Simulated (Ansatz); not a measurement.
# SiNi2: the cost of one run

Computed with Ansatz 0.2.0 (DFT, PBE, plane-wave PAW, default files, scalar-relativistic, as far as a step names no other, unless a step's input says otherwise).

### 1 The starting structure

Symmetry: P6_3/mmc, No. 194, hexagonal system. The conventional cell has a = 3.805 Å, b = 3.805 Å, c = 4.890 Å, α = 90.00°, β = 90.00°, γ = 120.00°. Si (site symmetry -6m2) has 11 Ni at 2.20 to 2.51 Å as nearest neighbours. Around Ni (site symmetry -3m) lie 8 Ni at 2.44 to 2.51 Å and 6 Si at 2.51 Å. Ni (site symmetry -6m2) has 5 Si at 2.20 to 2.45 Å and 6 Ni at 2.51 Å as nearest neighbours.

Structure file:

```cif
data_structure
_symmetry_space_group_name_H-M 'P6_3/mmc'
_symmetry_Int_Tables_number 194
_cell_length_a 3.8050
_cell_length_b 3.8050
_cell_length_c 4.8900
_cell_angle_alpha 90.000
_cell_angle_beta 90.000
_cell_angle_gamma 120.000
_cell_volume 61.31
loop_
_atom_site_label
_atom_site_type_symbol
_atom_site_symmetry_multiplicity
_atom_site_Wyckoff_symbol
_atom_site_fract_x
_atom_site_fract_y
_atom_site_fract_z
_atom_site_occupancy
Si1 Si 2 d 0.33333 0.66667 0.75000 1
Ni1 Ni 2 a 0.00000 0.00000 0.00000 1
Ni2 Ni 2 c 0.33333 0.66667 0.25000 1
```

The earlier run gave: no gap over 0.1 eV on the mesh, largest force 0.000 eV/Å, pressure 18.7 GPa.

Like atoms gathered into sites:

| site | atoms | first shell | V_zz (10²¹ V/m²) | η | C_Q (MHz) |
| --- | --- | --- | --- | --- | --- |
| Si | 1, 2 | 11 Ni at 2.20–2.51 Å | 4.02 | 0.00 | – |
| Ni3 | 3, 4 | 8 Ni at 2.44–2.51 Å, 6 Si at 2.51 Å | -1.54 | 0.00 | -6.05 (⁶¹Ni) |
| Ni5 | 5, 6 | 5 Si at 2.20–2.45 Å, 6 Ni at 2.51 Å | 1.16 | 0.00 | 4.53 (⁶¹Ni) |

Conventions: |V_zz| ≥ |V_yy| ≥ |V_xx|, η = (V_xx − V_yy)/V_zz, C_Q = eQV_zz/h. Q values from Pyykkö, Mol. Phys. 116, 1328 (2018). A dash under C_Q marks elements without a common quadrupolar isotope.

### 2 Ions relaxed at fixed cell

input.yaml reads:

```yaml
crystal:
  lattice:
    - [3.8050014457, 0.0, 0.0]
    - [-1.9025007228, 3.2952279134, 0.0]
    - [0.0, 0.0, 4.89]
  atoms:
    - { symbol: Si, position: [0.3333333333, 0.6666666667, 0.75] }
    - { symbol: Si, position: [0.6666666667, 0.3333333333, 0.25] }
    - { symbol: Ni, position: [0.0, 0.0, 0.0], spin: 1.5 }
    - { symbol: Ni, position: [0.0, 0.0, 0.5], spin: 1.5 }
    - { symbol: Ni, position: [0.3333333333, 0.6666666667, 0.25], spin: 1.5 }
    - { symbol: Ni, position: [0.6666666667, 0.3333333333, 0.75], spin: 1.5 }
magnetization:
  spin_polarized: true
kpoints:
  mp_grid: { grid: [14, 14, 10] }
scf:
  occupations: { method: fermi_dirac, width: 0.05 }
hamiltonian:
  xc: pbe
  pseudopotentials: { kind: paw }
output:
  forces: true
  stress: true
  populations: true
  efg: { quadrupole_moments_barn: { Ni: 0.162 }, contact_densities: true }
relax:
  f_tol: 0.02
  max_steps: 60
```

Command:

```bash
> ansatz run input.yaml --threads 1 --pin off --max-ram 3072MiB --backend cpu --events-out ev --progress --plain --runs-dir out
```

What time and memory should one allow on 1 thread of Intel Xeon 6975P-C (Granite Rapids), shared host?

About 88 s, with a peak of 1.1 GiB.
